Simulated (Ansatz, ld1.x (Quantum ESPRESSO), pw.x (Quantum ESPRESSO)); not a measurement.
thallium (fcc): variants of one RRKJ potential in the solid

```json
{
 "Element": "Tl",
 "Generator": "ld1.x (Quantum ESPRESSO) 7.5",
 "Type": "norm-conserving RRKJ (Kleinman–Bylander form)",
 "Functional": "LDA (PW92)",
 "Relativity": "scalar-relativistic",
 "Frozen core": "[Xe] 4f14",
 "Valence charge": "13",
 "Reference configuration": "5d10 6s2 6p0.5 (charge +0.5)",
 "Partial waves": "6p (bound): rc 2.20 bohr; 5d (bound): rc 2.20 bohr; 6s (bound): rc 1.85 bohr",
 "Local potential": "the s channel",
 "Core correction": "none",
 "rho0": "0.02"
}
```

Crystal test: fcc Tl in pw.x 7.5, no spin, 12³ k-points, Fermi–Dirac smearing 0.01 Ry, cutoffs set for each file from its atomic test. The reference is all-electron LAPW (Ansatz 0.2.0) with the same functional, mesh and smearing; V0 and B0 come from Birch–Murnaghan fits to the pressures at five volumes. Errors are pseudo minus all-electron; Δ is the rms difference of the E(V) curves that follow from these fits, minima aligned, over ±6 % about the mean V0. Mesh and smearing are coarse, so the numbers serve the comparison and aren't converged zero-temperature values; the lattice is a test structure that the element need not adopt.

All-electron: a0 = 4.771 Å (V0 = 27.16 Å³/atom), B0 = 43.0 GPa.

3 further variants are left out: they gave no file fit for a test, a broken result, the same result as the base, or pressures whose basis-set error rivals the error shown.

| change | cutoffs (Ry) | pw.x | a0 (Å) | a0 error (%) | B0 error (%) | Δ (meV/atom) | mean pressure error (GPa) |
| --- | --- | --- | --- | --- | --- | --- | --- |
| base | 60/240 | converged | 4.790 | +0.39 | -0.6 | 3.0 | +0.52 |
| all radii scaled by about 0.94 (s 1.74, p 2.06, d 2.06 bohr) | 85/340 | converged | 4.783 | +0.25 | +0.3 | 2.0 | +0.33 |
| all radii scaled by about 1.34 (s 2.48, p 2.94, d 2.94 bohr) | 45/180 | converged | 4.827 | +1.16 | -3.3 | 8.9 | +1.59 |
